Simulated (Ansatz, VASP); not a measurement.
## V in VASP and in Ansatz

```xyz
2
Lattice="0.0000 2.5989 2.5989 2.5989 0.0000 2.5989 2.5989 2.5989 0.0000" Properties=species:S:1:pos:R:3 pbc="T T T"
V     0.6497    0.6497    0.6497
V     4.5481    4.5481    4.5481
```

Alike in both runs: functional PBEsol; k mesh 10 × 10 × 10; occupations fermi-dirac, width 0.1 eV; no spin polarisation.

Ansatz relaxed the structure, and its values are those at the end. VASP's run is a single point on that final structure, the one shown.

```csv
,VASP,Ansatz
version,VASP 6.6.1,Ansatz 0.2.0
potentials or method,"VASP PAW PBE potentials, release 64 (V_sv)","plane waves (420 eV) with PAW, scalar-relativistic"
plane-wave cutoff (eV),520,420
valence electrons in the cell,26,26
```

|  | VASP | Ansatz | Ansatz less VASP |
| --- | --- | --- | --- |
| pressure (GPa) | 0.6 | 0.0 | -0.59 |

Ansatz warned: «pseudo_functional_mismatch».

Caveats: the PAW data sets were made with another functional, which shifts forces and pressure a little (VASP).
